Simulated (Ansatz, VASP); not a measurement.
# Cross-check of BaTiO3 between VASP and Ansatz

One calculation is typed for both programs; each brings its own data sets and cutoff. How far apart do they land? The cell is taken from a series of VASP runs on this material, whose earlier steps may have relaxed, scaled or displaced it; both programs get it as it stands.

Calculated with Ansatz 0.2.0; plane waves, with VASP 6.6.1 beside it; relaxation of cell and atoms at PBEsol.

### 1. Starting point

Symmetry: P4mm, No. 99, tetragonal system. Conventional cell: a = 3.960 Å, b = 3.960 Å, c = 4.035 Å, α = 90.00°, β = 90.00°, γ = 90.00°. Nearest to Ba lie 12 O at 2.78 to 2.88 Å. Nearest to Ti lie 6 O at 1.85 to 2.18 Å. Nearest to O lie 2 Ti at 1.85 to 2.18 Å and 4 Ba at 2.80 Å. O has 2 Ti at 1.98 Å and 4 Ba at 2.78 to 2.88 Å nearest. Farther neighbours and most contacts between anions are not listed.

Coordinates:

```cif
data_structure
_symmetry_space_group_name_H-M 'P4mm'
_symmetry_Int_Tables_number 99
_cell_length_a 3.9598
_cell_length_b 3.9598
_cell_length_c 4.0350
_cell_angle_alpha 90.000
_cell_angle_beta 90.000
_cell_angle_gamma 90.000
_cell_volume 63.27
loop_
_atom_site_label
_atom_site_type_symbol
_atom_site_symmetry_multiplicity
_atom_site_Wyckoff_symbol
_atom_site_fract_x
_atom_site_fract_y
_atom_site_fract_z
_atom_site_occupancy
Ba1 Ba 1 a 0.00000 0.00000 0.00172 1
Ti1 Ti 1 b 0.50000 0.50000 0.51584 1
O1 O 1 b 0.50000 0.50000 0.97457 1
O2 O 2 c 0.50000 0.00000 0.48393 1
```

### 2. VASP: relaxation of cell and atoms, PBEsol

The relaxed volume is the usual yardstick between codes: its relative difference is about their pressure difference at one cell divided by the bulk modulus.

Lines of VASP's logs that name or quote its potential files are left out, and so is its time.

INCAR reads:

```
SYSTEM = BaTiO3
PREC = Accurate
ENCUT = 520
EDIFF = 1E-07
NELM = 120
ISMEAR = 0
SIGMA = 0.02
LREAL = .FALSE.
ALGO = Normal
GGA = PS
NBANDS = 26
LASPH = .TRUE.
LORBIT = 11
LWAVE = .FALSE.
LCHARG = .FALSE.
KPAR = 8
IBRION = 2
NSW = 80
ISIF = 3
EDIFFG = -0.005
POTIM = 0.4
```

POSCAR reads:

```
BaTiO3
1.0
    3.9597927502      0.0000000000      0.0000000000
    0.0000000000      3.9597927502      0.0000000000
    0.0000000000      0.0000000000      4.0350200900
Ba Ti O
1 1 3
Direct
    0.0000000000      0.0000000000      0.0017199690
    0.5000000000      0.5000000000      0.5158441835
    0.5000000000      0.5000000000      0.9745672885
    0.5000000000      0.0000000000      0.4839342795
    0.0000000000      0.5000000000      0.4839342795
```

KPOINTS reads:

```
Automatic mesh
0
Gamma
7 7 7
0 0 0
```

PAW data sets: Ba_sv_GW, Ti_sv and O (PBE family, release 64).

Launch:

```sh
> mpirun -np 8 vasp_std
```

Numbers of over 12 decimals in the logs are rounded to 6 here.

Output:

```text
[banner, memory and clock lines left out]
running    8 mpi-ranks, on    1 nodes
 distrk:  each k-point on    1 cores,    8 groups
 distr:  one band on    1 cores,    1 groups

 POSCAR found type information on POSCAR BaTiO
 POSCAR found :  3 types and       5 ions
|                                                                             |
|           W    W    AA    RRRRR   N    N  II  N    N   GGGG   !!!           |
|           W    W   A  A   R    R  NN   N  II  NN   N  G    G  !!!           |
|           W    W  A    A  R    R  N N  N  II  N N  N  G       !!!           |
|           W WW W  AAAAAA  RRRRR   N  N N  II  N  N N  G  GGG   !            |
|           WW  WW  A    A  R   R   N   NN  II  N   NN  G    G                |
|           W    W  A    A  R    R  N    N  II  N    N   GGGG   !!!           |
|                                                                             |
|     For optimal performance we recommend to set                             |
|       NCORE = 2 up to number-of-cores-per-socket                            |
|     NCORE specifies how many cores store one orbital (NPAR=cpu/NCORE).      |
|     This setting can greatly improve the performance of VASP for DFT.       |
|     The default, NCORE=1 might be grossly inefficient on modern             |
|     multi-core architectures or massively parallel machines. Do your        |
|     Unfortunately you need to use the default for GW and RPA                |
|     calculations (for HF NCORE is supported but not extensively tested      |
|     yet).                                                                   |
|                                                                             |

|                                                                             |
|               ----> ADVICE to this user running VASP <----                  |
|                                                                             |
|     You enforced a specific xc type in the INCAR file but a different       |
|     [... a line on the potential file left out ...]
|     I HOPE YOU KNOW WHAT YOU ARE DOING!                                     |
|                                                                             |

 LDA part: xc-table for (Slater+PW92), standard interpolation
 POSCAR, INCAR and KPOINTS ok, starting setup
 FFT: planning ... GRIDC
 FFT: planning ... GRID_SOFT
 FFT: planning ... GRID
 WAVECAR not read
 entering main loop
       N       E                     dE             d eps       ncg     rms          rms(c)
DAV:   1     0.566465412984E+03    0.56647E+03   -0.19325E+04  2088   0.176E+03
DAV:   2     0.568412763547E+02   -0.50962E+03   -0.50018E+03  2328   0.578E+02
DAV:   3    -0.484603373078E+02   -0.10530E+03   -0.10132E+03  3688   0.232E+02
DAV:   4    -0.536090895929E+02   -0.51488E+01   -0.51376E+01  3384   0.571E+01
DAV:   5    -0.539420421247E+02   -0.33295E+00   -0.33279E+00  3504   0.100E+01    0.233E+01
DAV:   6    -0.436623743098E+02    0.10280E+02   -0.61934E+01  2900   0.725E+01    0.876E+00
DAV:   7    -0.437262433133E+02   -0.63869E-01   -0.13191E+01  3148   0.322E+01    0.731E+00
DAV:   8    -0.435954631938E+02    0.13078E+00   -0.61151E-01  2810   0.749E+00    0.454E+00
DAV:   9    -0.435631415215E+02    0.32322E-01   -0.46100E-01  3384   0.629E+00    0.129E+00
DAV:  10    -0.435579425800E+02    0.51989E-02   -0.11738E-01  3084   0.336E+00    0.633E-01
DAV:  11    -0.435532846065E+02    0.46580E-02   -0.18175E-02  2970   0.104E+00    0.308E-01
DAV:  12    -0.435528812239E+02    0.40338E-03   -0.52072E-03  3002   0.717E-01    0.673E-02
DAV:  13    -0.435527928636E+02    0.88360E-04   -0.48144E-04  3010   0.253E-01    0.391E-02
DAV:  14    -0.435528077455E+02   -0.14882E-04   -0.19374E-04  3038   0.961E-02    0.368E-02
DAV:  15    -0.435527867669E+02    0.20979E-04   -0.14222E-04  2504   0.131E-01    0.181E-02
DAV:  16    -0.435527833159E+02    0.34510E-05   -0.27481E-05  2968   0.594E-02    0.436E-03
DAV:  17    -0.435527833262E+02   -0.10344E-07   -0.20470E-06  3074   0.119E-02    0.264E-03
DAV:  18    -0.435527832449E+02    0.81248E-07   -0.14316E-07  1906   0.455E-03
   1 F= -.43552783E+02 E0= -.43552783E+02  d E =-.435528E+02
 curvature:   0.00 expect dE= 0.000E+00 dE for cont linesearch  0.000E+00
 trial: gam= 0.00000 g(F)=  0.845E-06 g(S)=  0.197E-05 ort = 0.000E+00 (trialstep = 0.100E+01)
 search vector abs. value=  0.282E-05
 reached required accuracy - stopping structural energy minimisation
```

OUTCAR, selected parts (step 2):

```text
ion  position               nearest neighbor table
   1  0.000  0.000  0.002-
   2  0.500  0.500  0.516-   3 1.85   4 1.98   5 1.98   4 1.98   5 1.98   3 2.18
   3  0.500  0.500  0.975-   2 1.85   2 2.18
   4  0.500  0.000  0.484-   2 1.98   2 1.98
   5  0.000  0.500  0.484-   2 1.98   2 1.98

  LATTYP: Found a simple tetragonal cell.
 ALAT       =     3.9597927502
 C/A-ratio  =     1.0189977972

 Subroutine GETGRP returns: Found  8 space group operations
 (whereof  8 operations were pure point group operations)

The static configuration has the point symmetry C_4v.

 Found     40 irreducible k-points:

   k-points           NKPTS =     40   k-points in BZ     NKDIM =     40   number of bands    NBANDS=     26

   dimension x,y,z NGX =    30 NGY =   30 NGZ =   30
   dimension x,y,z NGXF=    60 NGYF=   60 NGZF=   60

   ENCUT  =  520.0 eV  38.22 Ry    6.18 a.u.   7.36  7.36  7.50*2*pi/ulx,y,z

   NELECT =      40.0000    total number of electrons

 k-points in reciprocal lattice and weights: Automatic mesh
   0.00000000  0.00000000  0.00000000       0.003
   0.14285714  0.00000000  0.00000000       0.012
   0.28571429  0.00000000  0.00000000       0.012
   0.42857143  0.00000000  0.00000000       0.012
   0.14285714  0.14285714  0.00000000       0.012
   0.28571429  0.14285714  0.00000000       0.023
   0.42857143  0.14285714  0.00000000       0.023
   0.28571429  0.28571429  0.00000000       0.012
   0.42857143  0.28571429  0.00000000       0.023
[...]
0.42857143  0.28571429  0.42857143       0.047
   0.42857143  0.42857143  0.42857143       0.023

 average (electrostatic) potential at core
       1 -77.4280       2 -74.8307       3 -68.0800       4 -67.9249       5 -67.9249

 E-fermi :   5.4643

 k-point     1 :       0.0000    0.0000    0.0000
  band No.  band energies     occupation
    ...
     16       4.0621      2.00000
     17       4.2102      2.00000
     18       5.0755      2.00000
     19       5.1396      2.00000
     20       5.1396      2.00000
     21       7.3038      0.00000
     22       7.6366      0.00000
     23       7.6366      0.00000
     24       9.7065      0.00000
     25       9.7980      0.00000
    ...

 k-point     2 :       0.1429    0.0000    0.0000
  band No.  band energies     occupation
    ...
     16       3.8837      2.00000
     17       4.0968      2.00000
     18       4.6805      2.00000
     19       4.9416      2.00000
     20       5.0641      2.00000
     21       7.6362      0.00000
     22       7.7395      0.00000
     23       7.8454      0.00000
     24       9.7743      0.00000
     25      10.2663      0.00000
    ...

 k-point     3 :       0.2857    0.0000    0.0000
  band No.  band energies     occupation
    ...
     16       3.6382      2.00000
     17       3.7803      2.00000
     18       4.0712      2.00000
     19       4.6208      2.00000
     20       4.7665      2.00000
     21       7.6951      0.00000
     22       8.4958      0.00000
     23       8.5056      0.00000
     24       9.7693      0.00000
     25      11.0571      0.00000
    ...

  Total       -0.0074169     -0.0074169      0.0120709      0.0000000      0.0000000      0.0000000
  in kB       -0.1878192     -0.1878192      0.3056741      0.0000000      0.0000000      0.0000000
  external PRESSURE =      -0.0233215 kB  Pullay stress =       0.0000000 kB

  energy-cutoff  :      520.00
  volume of cell :       63.27
      direct lattice vectors                 reciprocal lattice vectors
     3.959792750  0.000000000  0.000000000     0.252538469  0.000000000  0.000000000
     0.000000000  3.959792750  0.000000000     0.000000000  0.252538469  0.000000000
     0.000000000  0.000000000  4.035020090     0.000000000  0.000000000  0.247830241

 POSITION                                       TOTAL-FORCE (eV/Angst)
 -----------------------------------------------------------------------------------
      0.00000      0.00000      0.00694         0.000000      0.000000     -0.004144
      1.97990      1.97990      2.08144         0.000000     -0.000000      0.001469
      1.97990      1.97990      3.93240         0.000000     -0.000000      0.001242
      1.97990      0.00000      1.95268         0.000000      0.000000      0.000717
      0.00000      1.97990      1.95268         0.000000      0.000000      0.000717
 -----------------------------------------------------------------------------------
    total drift:                                0.000000      0.000000      0.000232

  FREE ENERGIE OF THE ION-ELECTRON SYSTEM (eV)
  ---------------------------------------------------
  free  energy   TOTEN  =       -43.5527832449 eV

  energy  without entropy=      -43.5527832449  energy(sigma->0) =      -43.55278324

 reached required accuracy - stopping structural energy minimisation

 total charge
# of ion       s       p       d       f       tot
--------------------------------------------------
    1        1.823   4.554   0.124   0.027   6.529
    2        2.223   6.288   1.770   0.000  10.281
    3        1.563   3.451   0.000   0.000   5.014
    4        1.559   3.454   0.000   0.000   5.013
    5        1.559   3.454   0.000   0.000   5.013
--------------------------------------------------
tot          8.729  21.201   1.894   0.027  31.852

[... 3 further parts left out ...]
```

CONTCAR:

```
BaTiO3
   1.00000000000000
     3.9597927502000001    0.0000000000000000    0.0000000000000000
     0.0000000000000000    3.9597927502000001    0.0000000000000000
     0.0000000000000000    0.0000000000000000    4.0350200899999997
  Ba              Ti              O
     1     1     3
Direct
     0.0000000000000000    0.0000000000000000    0.0017199689999998
     0.5000000000000000    0.5000000000000000    0.5158441835000005
     0.5000000000000000    0.5000000000000000    0.9745672884999976
     0.5000000000000000    0.0000000000000000    0.4839342794999979
     0.0000000000000000    0.5000000000000000    0.4839342794999979
```

This run has no spin polarisation, so a moment on Ti, if there is one, isn't seen. The run keeps the 8 symmetry operations of its start, so it cannot find a distortion of lower symmetry.

[end of part 1 of 2]

[Lines on the potential files, build, host, timing and source positions are cut from VASP's logs without a mark.]

[Logs are printed without paths, hosts, clocks, repeated set-up lines and the standing remarks that a program may print on its own settings, such as how far it seeks lower states.]

[Hosts, paths, dates, database ids (printed as entryN), source tags and the programs' standing remarks are cut or masked in the printed files.]
